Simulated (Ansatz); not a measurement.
Write the native input for Ansatz 0.2.0 that does the following.

```
Task                    : single point
Functional              : HSE06 form with a typed share of exact exchange
Potentials or basis     : Ansatz PAW
Cutoff                  : 420 eV (not typed: the program's choice for these potentials)
k mesh                  : 6 × 6 × 6
Occupations             : fermi-dirac, width 0.05 eV
Spin                    : no spin polarisation
Screening (1/Å)         : 0.4
Share of exact exchange : 0.25
```

Crystal: GaN.

```xyz
2
Lattice="0.0000 2.1352 2.1352 2.1352 0.0000 2.1352 2.1352 2.1352 0.0000" Properties=species:S:1:pos:R:3 pbc="T T T"
Ga    0.0000    0.0000    0.0000
N     2.1352    2.1352    2.1352
```

Measurements of this composition are mostly on another form, of space group No. 186.

The input as run:

input.yaml

```yaml
crystal:
  lattice:
    - [0.0, 2.135235, 2.135235]
    - [2.135235, 0.0, 2.135235]
    - [2.135235, 2.135235, 0.0]
  atoms:
    - { symbol: Ga, position: [0.0, 0.0, 0.0] }
    - { symbol: "N", position: [0.5, 0.5, 0.5] }
hamiltonian:
  xc: { exchange: pbe, correlation: pbe, exx: { coeff: 0.25, omega: 0.4 } }
  pseudopotentials: { kind: paw }
kpoints:
  mp_grid: { grid: [6, 6, 6] }
scf:
  occupations: { method: fermi_dirac, width: 0.05 }
output:
  forces: true
  stress: true
  eigenvalues: true
  write_density: true
  write_potential: true
  elf: true
  volumetric_format: npy
```

Potentials or basis: Ansatz PAW.

Run with:

```sh
$ ansatz run input.yaml --threads 2 --pin off --max-ram 5632MiB --backend cpu --events-out ev --progress --plain --runs-dir out
```

It gave:

The pressure is -8.6 GPa and the band gap on the k mesh is 1.22 eV, indirect (least direct gap 3.21 eV).

Caveat: the k mesh is coarse (spacing up to 0.42 Å⁻¹), so the values aren't converged, least of all with exact exchange; the pressure holds a Pulay correction of +0.6 GPa for the finite cutoff; the PAW data sets come from PBE, with cores solved anew for the run's functional, which leaves a small shift of forces and pressure; the thresholds are loose for stress.

Run time: 9.4 s on 2 threads of Arm Neoverse V1, with other jobs on the host, peak memory 0.71 GiB.
